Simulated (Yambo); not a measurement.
# TiB2 (P6/mmm) in Yambo: a series of runs, part 3 of 3

Yambo 5.3.0. The steps go on from the part before.

## 6. Optical spectrum by the Bethe-Salpeter equation, PBEsol

File bse2.in:

```
optics
bse
bss
rim_cut
em1s
RandQpts= 1000000
RandGvec= 50 RL
Chimod= "HARTREE"
% BndsRnXs
 1 | 34 |
%
NGsBlkXs= 5 Ry
% LongDrXs
 1 | 0 | 0 |
%
BSKmod= "SEX"
BSEmod= "retarded"
BSSmod= "d"
% BSEQptR
 1 | 1 |
%
% BSEBands
 7 | 12 |
%
BSENGexx= 20 Ry
BSENGBlk= 5 Ry
% BEnRange
 0 | 20 | eV
%
% BDmRange
 0.1 | 0.1 | eV
%
BEnSteps= 200
% BLongDir
 1 | 0 | 0 |
%
BSEprop= "abs"
WRbsWF
```

File scf.in:

```
&CONTROL
  calculation = 'scf'
  prefix = 'pwscf'
  outdir = './tmp'
  pseudo_dir = './pseudo'
/
&SYSTEM
  ibrav = 0
  nat = 3
  ntyp = 2
  ecutwfc = 84
  nbnd = 15
  occupations = 'smearing'
  smearing = 'fd'
  degauss = 0.00367493
  force_symmorphic = .true.
/
&ELECTRONS
  conv_thr = 6d-10
  electron_maxstep = 120
  mixing_beta = 0.5
/
ATOMIC_SPECIES
Ti    47.8670 Ti.upf
B     10.8100 B.upf
CELL_PARAMETERS angstrom
   3.0292000000    0.0000000000    0.0000000000
  -1.5146000000    2.6233641531    0.0000000000
   0.0000000000    0.0000000000    3.2284000000
ATOMIC_POSITIONS crystal
Ti     0.0000000000    0.0000000000    0.0000000000
B      0.6666666667    0.3333333333    0.5000000000
B      0.3333333333    0.6666666667    0.5000000000
K_POINTS automatic
12 12 8 0 0 0
```

File nscf.in:

```
&CONTROL
  calculation = 'nscf'
  prefix = 'pwscf'
  outdir = './tmp'
  pseudo_dir = './pseudo'
/
&SYSTEM
  ibrav = 0
  nat = 3
  ntyp = 2
  ecutwfc = 84
  nbnd = 159
  occupations = 'smearing'
  smearing = 'fd'
  degauss = 0.00367493
  force_symmorphic = .true.
/
&ELECTRONS
  conv_thr = 1d-08
  diago_full_acc = .true.
  diago_thr_init = 1d-06
/
ATOMIC_SPECIES
Ti    47.8670 Ti.upf
B     10.8100 B.upf
CELL_PARAMETERS angstrom
   3.0292000000    0.0000000000    0.0000000000
  -1.5146000000    2.6233641531    0.0000000000
   0.0000000000    0.0000000000    3.2284000000
ATOMIC_POSITIONS crystal
Ti     0.0000000000    0.0000000000    0.0000000000
B      0.6666666667    0.3333333333    0.5000000000
B      0.3333333333    0.6666666667    0.5000000000
K_POINTS automatic
3 3 4 0 0 0
```

Potentials or basis: PseudoDojo 0.4.1 SR PBEsol standard.

Run with:

```sh
$ OMP_NUM_THREADS=1 pw.x -in scf.in > scf.out
$ OMP_NUM_THREADS=1 pw.x -in nscf.in > nscf.out
$ cd tmp/pwscf.save; p2y; mv SAVE ../..; cd ../..
$ OMP_NUM_THREADS=1 yambo
$ mkdir -p bse2; ln -s $PWD/g0w00/ndb.RIM bse2/
$ OMP_NUM_THREADS=1 yambo -F bse2.in -J bse2 -C bse2_out
$ OMP_NUM_THREADS=1 ypp -J bse2 -C bse2_out -e s -b 1
```

Yambo's report:

```text
[... sections 02.01 to 02.04 as in the set-up run ...]

  [02.05] Energies & Occupations
  ==============================

  [X] === General ===
  [X] Electronic Temperature                        :  0.258606E-1   300.100    [eV K]
  [X] Bosonic    Temperature                        :  0.258606E-1   300.100    [eV K]
  [X] Finite Temperature mode                       : yes
  [X] El. density                                   :  0.70161E+24 [cm-3]
  [X] Fermi Level                                   :  15.46343 [eV]

  [X] === Gaps and Widths ===
  [X] Conduction Band Min                           :  15.46343 [eV]
  [X] Valence Band Max                              :  15.46343 [eV]
  [X] Filled Bands                                  :   8
  [X] Metallic Bands                                :   9  12
  [X] Empty Bands                                   :   13  159

  [X] === Metallic Characters ===
  [X] N of el / N of met el                         :  18.00000   2.12611
[... 225 lines left out ...]
    [K] Exchange                                     : yes [res]
    [K] Correlation                                  : yes [res]
    [K] Kernel`s coupling                            : no
    [K] Exchange                                     : no [cpl]
    [K] Correlation                                  : no [cpl]
    [K] W interaction is bare                        : no
    [K] ALDA kernel in R-space                       : no
    [K] RL vectors                                   :  255 [exchange]
    [K] RL vectors                                   :   41 [correlation]
    [K] E/h energy range                             : -1.000000 -1.000000 [eV]
    [K] Coupling range                               :  100.0000  100.0000 [o/o]
    [W] Interaction is diagonal                      : no
    [W] Matrix size                                  :   41
    [W] Bands                                        :    1   34
    [W] e/h energy range                             : -1.000000 -1.000000 [eV]
    [W] Poles                                        :  100.0000 [o/o]
    [W] RL vectors in the sum                        :  2869
    [W] [r,Vnl] included                             : yes
    [W] Field direction                              :  0.100000E-4   0.00000      0.00000
    [W] Coulomb Cutoff                               : none
    [W] Hxc Kernel                                   : HARTREE
    [RIM] RL components                              :   53 [col]
    [RIM] Random points                              :  1000000 [col]
    [SOC] Perturbative SOC                           : no
    [K] Kernel long-range exchange                   : BAR
    [BSS] Eigenstates included                       : yes
    [BSS] Field direction                            :  0.100000E-4   0.00000      0.00000
    [BSS] Eigenstates computed                       :   331
    [BSS] Number of BSE matrices                     :  1
```

It took 82 s on 1 thread of Arm Neoverse V1, shared host; peak memory 0.27 GiB.

Results:

```
Band gap on the k mesh, mean-field level : none (metal or under the smearing width)
```

Dielectric function (along the field direction of the input):
| energy (eV) | real part | imaginary part |
| --- | --- | --- |
| 0.30 | -149.61 | 437.55 |
| 1.41 | -4.71 | 2.59 |
| 2.41 | 20.41 | 10.75 |
| 3.42 | 10.79 | 6.87 |
| 4.52 | -4.32 | 10.75 |
| 5.53 | -13.00 | 12.25 |
| 6.53 | -2.85 | 0.67 |
| 7.54 | -11.17 | 9.24 |
| 8.64 | -2.59 | 0.22 |
| 9.65 | -1.12 | 0.27 |
| 10.65 | -1.24 | 0.10 |
| 11.66 | -0.63 | 0.04 |
| 12.76 | -0.27 | 0.03 |
| 13.77 | -0.06 | 0.02 |
| 14.77 | 0.11 | 0.01 |
| 15.78 | 0.23 | 0.01 |
| 16.88 | 0.34 | 0.01 |
| 17.89 | 0.42 | 0.01 |
| 18.89 | 0.48 | 0.01 |
| 20.00 | 0.54 | 0.00 |

Caveat: the k mesh is coarse (spacing up to 0.80 Å⁻¹), so the values aren't converged; the intraband (Drude) term of the metal is left out; the ground state has no gap, which makes the many-body step unreliable; the transitions start from uncorrected Kohn-Sham levels, so peaks lie too low; exciton energies and binding change strongly with the k mesh and aren't converged on this one; spectra need much finer meshes, so this one isn't converged.

## 7. The runs side by side

```tsv
task	k mesh	k mesh of the self-consistent run	direction of the field or of q to 0	kernel	strength of the long-range kernel	top of the energy range	mesh quality	gap on the mesh (eV)
optical spectrum	12 × 12 × 10	12 × 12 × 10	x	long-range correction	-0.2	20 eV	not flagged	none
optical spectrum by the Bethe-Salpeter equation	12 × 12 × 10	12 × 12 × 10	x	screened exchange	-	20 eV	not flagged	-
G0W0 quasiparticle levels	3 × 3 × 4	12 × 12 × 8	x + y + z	-	-	-	coarse	none
optical spectrum	3 × 3 × 4	12 × 12 × 8	x	Hartree (RPA with local fields)	-	20 eV	coarse	none
optical spectrum by the Bethe-Salpeter equation	3 × 3 × 4	12 × 12 × 8	x	screened exchange	-	20 eV	coarse	-
```

Alike in all rows: level PBEsol; potentials or basis PseudoDojo 0.4.1 SR PBEsol standard; no spin polarisation; cell as given; cutoff (eV) 1143; smearing fermi-dirac 0.05 eV.

Caveats: some runs use coarse meshes; the ground state has no gap, which makes the many-body step unreliable; the intraband (Drude) term of the metal is left out (some runs); the transitions start from uncorrected Kohn-Sham levels, so peaks lie too low (some runs); exciton energies and binding change strongly with the k mesh and aren't converged on this one (some runs); spectra need much finer meshes, so this one isn't converged (some runs); the long-range kernel's strength is typed, not fitted to the crystal's screening (some runs); independent-particle spectra lack excitons (some runs).

Absolute energies hang on the potentials; compare differences alone.
